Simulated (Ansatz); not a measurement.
NbN: zone-centre modes under pressure

NbN, Fm-3m, a = 4.423 Å. Ansatz: PBE, PAW, 420 eV, Γ-centred 16×16×16 mesh on 2 atoms, Fermi-Dirac smearing 0.15 eV; no spin polarisation. Cell and atoms are relaxed at each pressure with the symmetry kept; optical modes at Γ by linear response, in cm⁻¹, the highest.

```tsv
P (GPa)	V (Å³/atom)	ω1
0	10.817	375.9
7	10.583	?
18	10.263	441.8
35	9.853	492.2
```

Problem. Get the mode's Grüneisen parameter γ = −d ln ω/d ln V from the other rows and predict the missing frequency.

Solution. ln(V/V0) = 0.0000, -0.0219, -0.0526, -0.0933; a line through ln(ω/ω0) of the 3 known rows gives ω1: γ = 2.898 (intercept 0.0028), predicted 401.6, computed 403.5. The miss is 0.5 %, or 7 % of the shift under pressure, so a constant γ serves at that level. In a metal these frequencies hang on the mesh and smearing.

Cost: 4 runs of about 0.91 core-minutes in all, on AMD EPYC 9R45 (Zen 5) (shared hosts).